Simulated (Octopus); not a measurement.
# Zr (Im-3m) in Octopus: a series of runs

The runs below take Zr through single point, with PBE, PBE+D2, PBE+D3, PBE+D3(BJ), PBE+D3M(BJ), PBE+TS.

Everything below comes from runs of Octopus 16.4. Logs are shortened: lines on timing, memory, paths and dates and some standing lists are left out, and cuts for length are marked.

### 1 The structure

The structure is cubic, space group Im-3m (No. 229). The conventional cell has a = 3.620 Å, b = 3.620 Å, c = 3.620 Å, α = 90.00°, β = 90.00°, γ = 90.00°. Zr (site symmetry m-3m) is surrounded by 8 Zr at 3.14 Å.

This isn't the form of Zr at room conditions, which is hcp.

### 2 Single point, PBE, 23.72 Å³/atom

inp reads:

```
CalculationMode = gs
UnitsOutput = eV_Angstrom
PeriodicDimensions = 3
ExperimentalFeatures = yes
PseudopotentialSet = pseudodojo_pbe
%LatticeParameters
 1*angstrom | 1*angstrom | 1*angstrom
%
%LatticeVectors
 -1.81 | 1.81 | 1.81
 1.81 | -1.81 | 1.81
 1.81 | 1.81 | -1.81
%
%ReducedCoordinates
 "Zr" | 0 | 0 | 0
%
%Spacing
 0.14250054*angstrom | 0.14250054*angstrom | 0.14250054*angstrom
%
DerivativesOrder = 8
%KPointsGrid
 10 | 10 | 10
%
KPointsUseSymmetries = yes
XCFunctional = gga_x_pbe + gga_c_pbe
SmearingFunction = fermi_dirac
Smearing = 0.05*eV
ExtraStates = 7
Eigensolver = chebyshev_filter
ConvRelDens = 1e-6
MaximumIter = 120
%Output
 density | cube
 elf | cube
 potential | cube
%
```

Potentials or basis: pseudodojo_pbe (PseudoDojo 0.5, PBE).

On the command line:

```sh
> OMP_NUM_THREADS=1 octopus > out.log
```

out.log:

```text
Running octopus

[... 17 lines left out ...]

****************************** Species *******************************
  Species 'Zr'
    type             : pseudopotential
    file             : 'Zr.upf'
    file format      : UPF2
    valence charge   : 12.0
    atomic number    :  40
    form on file     : kleinman-bylander
    lmax             : 2
    llocal           : -1
    projectors per l : 2
    total projectors : 6
    application form : kleinman-bylander
    orbitals         : 10
    bound orbitals   : 10

**********************************************************************

***************************** Symmetries *****************************
Space group No.  229
International: Im-3m
Schoenflies: Oh^9
Info: The system has    48 symmorphic symmetries that can be used.
  Index                Rotation matrix                      Fractional translations
    1 :     1   0   0     0   1   0     0   0   1      0.000000    0.000000    0.000000
    2 :    -1   0   0     0  -1   0     0   0  -1      0.000000    0.000000    0.000000
    3 :     0   0  -1     1   1   1     0  -1   0      0.000000    0.000000    0.000000
    4 :     0   0   1    -1  -1  -1     0   1   0      0.000000    0.000000    0.000000
    5 :     0   1   0     1   0   0    -1  -1  -1      0.000000    0.000000    0.000000
    6 :     0  -1   0    -1   0   0     1   1   1      0.000000    0.000000    0.000000
[... 40 lines left out ...]
   47 :     0   0  -1    -1   0   0     1   1   1      0.000000    0.000000    0.000000
   48 :     0   0   1     1   0   0    -1  -1  -1      0.000000    0.000000    0.000000
Info: The system also has     0 nonsymmorphic symmetries (not used for electrons).
**********************************************************************

Input: [CurvMethod = curv_affine]
Input: [DerivativesStencil = stencil_stargeneral]

****************************** Lattice *******************************
  Lattice Vectors [A]
   -1.810000    1.810000    1.810000
    1.810000   -1.810000    1.810000
    1.810000    1.810000   -1.810000
  Cell volume =            23.7190 [A^3]
  Reciprocal-Lattice Vectors [A^-1]
   -0.000000    1.735687    1.735687
    1.735687   -0.000000    1.735687
    1.735687    1.735687   -0.000000
  Cell angles [degree]
    alpha =  109.471
    beta  =  109.471
    gamma =  109.471
**********************************************************************

Checking if the generated full k-point grid is symmetric

    47 k-points generated from parameters :
 ---------------------------------------------------
    n =   10   10   10

    s1  =  0.00  0.00  0.00

   index |      weight  |             coordinates              |
       1 |     0.001000 |    0.000000    0.000000    0.000000  |
       2 |     0.012000 |    0.100000    0.000000    0.000000  |
       3 |     0.024000 |    0.100000    0.100000    0.000000  |
       4 |     0.008000 |    0.100000    0.100000    0.100000  |
       5 |     0.006000 |   -0.100000    0.100000    0.100000  |
       6 |     0.012000 |    0.200000    0.000000    0.000000  |
[... 39 lines left out ...]
      46 |     0.012000 |   -0.400000    0.500000    0.400000  |
      47 |     0.001000 |    0.500000    0.500000    0.500000  |

Input: [SmearingFunction = fermi_dirac]
Input: [SymmetrizeDensity = yes]

******************************* States *******************************
Total electronic charge  =       12.000
Number of states         =       13
States block-size        =        4
**********************************************************************
[... 5 lines left out ...]
Simulation Box:
  Type = parallelepiped
  Lengths [A] = (   3.135,   3.135,   3.135)
Main mesh:
  Spacing [A] = ( 0.143, 0.143, 0.143)    volume/point [A^3] =      0.00223
  # inner mesh =      10648
  # total mesh =      43198
  Grid Cutoff [eV] =  1851.780889    Grid Cutoff [Ry] =   136.103397
**********************************************************************

[... 22 lines left out ...]
**********************************************************************

Info: FFT grid dimensions       = 22 x 22 x 22
      Total grid size           = 10648 (      0.1 MiB )
      Inefficient FFT grid. A better grid would be: 24 24 24
Input: [FilterPotentials = filter_TS]
Info: Pseudopotential for Zr
  Radii for localized parts:
    local part     =  1.2 A
    non-local part =  1.3 A
    orbitals       =  6.3 A

Input: [RelativisticCorrection = non_relativistic]
[... 11 lines left out ...]
      Block       2 contains       4 states:       5 -       8
      Block       3 contains       4 states:       9 -      12
      Block       4 contains       1 states:      13 -      13
Info: Ground-state allocation done.
Info: Could not find 'restart/gs' directory for restart.
[... 18 lines left out ...]
** Warning:
**   Cannot do LCAO for all states because there are not enough atomic orbitals.
**   Required: 13. Available: 10. 3 orbitals will be randomized.

Info: Unnormalized total charge =     12.003779
Info: Renormalized total charge =     12.000000
Info: Setting up Hamiltonian.
Info: Performing initial LCAO calculation with     10 orbitals.
Info: Getting Hamiltonian matrix elements.

Eigenvalues [eV]
 #st  Spin   Eigenvalue      Occupation
#k =       1, k = (  0.000000,  0.000000,  0.000000)
   1   --   -39.277076       2.000000
   2   --   -16.893615       2.000000
   3   --   -16.893615       2.000000
   4   --   -16.893573       2.000000
   5   --     3.479119       2.000000
   6   --     9.991562       2.000000
   7   --     9.991562       2.000000
   8   --     9.992368       2.000000
   9   --    12.505654       2.000000
  10   --    12.505654       2.000000
#k =       2, k = (  0.100000,  0.000000,  0.000000)
   1   --   -39.228142       2.000000
   2   --   -16.906402       2.000000
   3   --   -16.894200       2.000000
   4   --   -16.881588       2.000000
   5   --     3.813055       2.000000
   6   --    10.215513       2.000000
   7   --    10.447544       2.000000
   8   --    10.452097       2.000000
   9   --    12.806325       2.000000
  10   --    12.939197       2.000000
[... 45 further k-points ...]
Fermi energy =    14.221015 eV
Generating random wavefunctions for states       11 and above
Orthogonalizing wavefunctions.
Info: Ground-state restart information will be written to 'restart/gs'.
Info: SCF using complex wavefunctions.
Info: Starting SCF iteration.

** Warning:
**   Symmetrization discrepancy ratio (scalar) =  7.16498E-02

*********************** SCF CYCLE ITER #    1 ************************
 etot  = -1.36944142E+03 abs_ev   =  2.28E+01 rel_ev   =  1.49E-01
 ediff =        5.03E+01 abs_dens =  3.18E-01 rel_dens =  2.65E-02
Matrix vector products: 1175
Converged eigenvectors: 0

#  State  KPoint  Eigenvalue [eV]  Occupation    Error
      1       1      -39.280016    2.000000   ( 2.1E-06)
      1       2      -39.266158    2.000000   ( 4.4E-05)
      1       5      -39.252666    2.000000   ( 5.6E-05)
      1       3      -39.240983    2.000000   ( 4.1E-05)
      1       6      -39.229676    2.000000   ( 4.8E-05)
      1       9      -39.217160    2.000000   ( 3.8E-05)
      1       4      -39.210265    2.000000   ( 4.4E-05)
      1       7      -39.199961    2.000000   ( 8.5E-05)
[... 23 lines left out ...]
     13       6       27.079586    0.000000   ( 1.9E-01)
     13      38       27.721902    0.000000   ( 2.0E-01)
     13      16       27.749932    0.000000   ( 2.0E-01)
     13      28       28.309361    0.000000   ( 2.2E-01)
     13      23       28.636233    0.000000   ( 2.2E-01)
     13      25       28.755682    0.000000   ( 2.0E-01)
     13       1       29.158240    0.000000   ( 2.2E-01)
     13       2       31.100734    0.000000   ( 2.3E-01)

Density of states:

----------------------%-----------------------------------------------
----------------------%-----------------------------------------------
----------------------%-----------------------------------------------
---------------------%%-----------------------------------------------
%--------------------%%------------------------%---%------------------
%--------------------%%------------------------%---%------------------
%--------------------%%------------------------%---%------------------
%--------------------%%----------------------%%%%-%%%-------%---------
%--------------------%%----------------------%%%%%%%%-%---%%%-%%------
%--------------------%%---------------------%%%%%%%%%-%%%%%%%%%%%%----
                                               ^

Fermi energy =     8.814346 eV

**********************************************************************

** Warning:
**   Symmetrization discrepancy ratio (scalar) =  6.92103E-02

*********************** SCF CYCLE ITER #    2 ************************
 etot  = -1.37194641E+03 abs_ev   =  2.45E+00 rel_ev   =  1.57E-02
 ediff =        9.21E-02 abs_dens =  4.78E-02 rel_dens =  3.98E-03
Matrix vector products: 1175
Converged eigenvectors: 0
[... 187 lines left out ...]
*********************** SCF CYCLE ITER #   18 ************************
 etot  = -1.37737095E+03 abs_ev   =  1.36E-04 rel_ev   =  8.56E-07
 ediff =        8.19E-06 abs_dens =  2.67E-06 rel_dens =  2.23E-07
Matrix vector products: 1175
Converged eigenvectors: 92

#  State  KPoint  Eigenvalue [eV]  Occupation    Error
      1       1      -40.003362    2.000000   ( 1.5E-07)
      1       2      -39.990172    2.000000   ( 1.5E-07)
      1       5      -39.977330    2.000000   ( 1.5E-07)
      1       3      -39.966218    2.000000   ( 2.1E-07)
      1       6      -39.955463    2.000000   ( 2.1E-07)
      1       9      -39.943538    2.000000   ( 2.1E-07)
      1       4      -39.937015    2.000000   ( 1.4E-07)
      1       7      -39.927201    2.000000   ( 2.1E-07)
[... 23 lines left out ...]
     13      25       24.159105    0.000000   ( 1.8E-02)
     13      46       24.173602    0.000000   ( 1.9E-02)
     13      18       24.375825    0.000000   ( 2.3E-02)
     13      13       24.421606    0.000000   ( 2.3E-02)
     13      43       24.538670    0.000000   ( 2.0E-02)
     13      16       24.853916    0.000000   ( 1.1E-02)
     13      42       24.950625    0.000000   ( 1.8E-02)
     13      11       25.452636    0.000000   ( 2.2E-02)

Density of states:

-----------------------%----------------------------------------------
-----------------------%----------------------------------------------
-----------------------%----------------------------------------------
-----------------------%----------------------------------------------
-----------------------%----------------------------------------------
%----------------------%---------------------------%------------------
%----------------------%%--------------------------%---%%-------------
%----------------------%%------------------------%-%---%%-------------
%----------------------%%------------------------%%%%-%%%-----%%%%%%--
%----------------------%%-----------------------%%%%%%%%%%%%%%%%%%%%%-
                                                   ^

Fermi energy =     8.573150 eV

**********************************************************************

Info: SCF converged in   18 iterations

** Warning:
**   Some of the states are not fully converged!

Info: Number of matrix-vector products:      21150
Info: Writing output to static/

Info: Finished writing information to 'restart/gs'.

Octopus emitted 22 warnings.
```

It took 3 min on 1 thread of Arm Neoverse V1, shared host; peak memory 0.53 GiB.

Results:

* Free energy: -1377.3872 eV
* Band gap on the k mesh: none (metal or under the smearing width)

### 3 Single point, PBE+D2, 23.72 Å³/atom

inp: that of step 2 with these lines changed.

```diff
@@ -25,2 +25,4 @@
 XCFunctional = gga_x_pbe + gga_c_pbe
+VDWCorrection = vdw_d2
+VDWD3Functional = "pbe"
 SmearingFunction = fermi_dirac
```

Potentials or basis: pseudodojo_pbe (PseudoDojo 0.5, PBE).

On the command line:

```sh
> OMP_NUM_THREADS=1 octopus > out.log
```

Wall time 3 min (1 thread of Arm Neoverse V1, shared host); peak memory 0.53 GiB.

The run converged. Its results:

```
Free energy            : -1378.1465 eV
Band gap on the k mesh : none (metal or under the smearing width)
```

Caveat: pairwise dispersion overbinds metals, which lowers pressure and volume.

### 4 Single point, PBE+D3, 23.72 Å³/atom

inp: that of step 3 with these lines changed.

```diff
@@ -25,3 +25,3 @@
 XCFunctional = gga_x_pbe + gga_c_pbe
-VDWCorrection = vdw_d2
+VDWCorrection = vdw_d3_zero_damping
 VDWD3Functional = "pbe"
@@ -33,6 +33 @@
 MaximumIter = 120
-%Output
- density | cube
- elf | cube
- potential | cube
-%
```

On the command line:

```sh
> OMP_NUM_THREADS=1 octopus > out.log
```

Wall time 3 min (1 thread of Arm Neoverse V1, shared host); peak memory 0.53 GiB.

It converged, with:

```
Free energy            : -1377.7855 eV
Band gap on the k mesh : none (metal or under the smearing width)
```

Caveat: pairwise dispersion overbinds metals, which lowers pressure and volume.

### 5 Single point, PBE+D3(BJ), 23.72 Å³/atom

inp: that of step 4 with these lines changed.

```diff
@@ -25,3 +25,3 @@
 XCFunctional = gga_x_pbe + gga_c_pbe
-VDWCorrection = vdw_d3_zero_damping
+VDWCorrection = vdw_d3_bj
 VDWD3Functional = "pbe"
```

On the command line:

```sh
> OMP_NUM_THREADS=1 octopus > out.log
```

Run time: 3.5 min. Hardware: 1 thread of Arm Neoverse V1, shared host; peak memory 0.53 GiB.

Results (log left out):

| Property | Result |
| --- | --- |
| Free energy | -1377.9045 eV |
| Band gap on the k mesh | none (metal or under the smearing width) |

Caveat: pairwise dispersion overbinds metals, which lowers pressure and volume.

### 6 Single point, PBE+D3M(BJ), 23.72 Å³/atom

inp: that of step 5 with these lines changed.

```diff
@@ -25,3 +25,3 @@
 XCFunctional = gga_x_pbe + gga_c_pbe
-VDWCorrection = vdw_d3_bj
+VDWCorrection = vdw_d3m_bj
 VDWD3Functional = "pbe"
```

Potentials or basis: pseudodojo_pbe (PseudoDojo 0.5, PBE).

On the command line:

```sh
> OMP_NUM_THREADS=1 octopus > out.log
```

It took 3.4 min on 1 thread of Arm Neoverse V1, shared host; peak memory 0.53 GiB.

It converged, with:

| Quantity | Value |
| --- | --- |
| Free energy | -1379.7114 eV |
| Band gap on the k mesh | none (metal or under the smearing width) |

Caveat: pairwise dispersion overbinds metals, which lowers pressure and volume.

### 7 Single point, PBE+TS, 23.72 Å³/atom

inp: that of step 6 with these lines changed.

```diff
@@ -25,4 +25,3 @@
 XCFunctional = gga_x_pbe + gga_c_pbe
-VDWCorrection = vdw_d3m_bj
-VDWD3Functional = "pbe"
+VDWCorrection = vdw_ts
 SmearingFunction = fermi_dirac
@@ -33 +32,6 @@
 MaximumIter = 120
+%Output
+ density | cube
+ elf | cube
+ potential | cube
+%
```

On the command line:

```sh
> OMP_NUM_THREADS=1 octopus > out.log
```

It took 2.5 min on 1 thread of Arm Neoverse V1, shared host; peak memory 0.53 GiB.

Results (log left out):

| Property | Result |
| --- | --- |
| Free energy | -1378.2969 eV |
| Band gap on the k mesh | none (metal or under the smearing width) |

Caveat: the TS correction of this program wasn't checked against another; pairwise dispersion overbinds metals, which lowers pressure and volume.
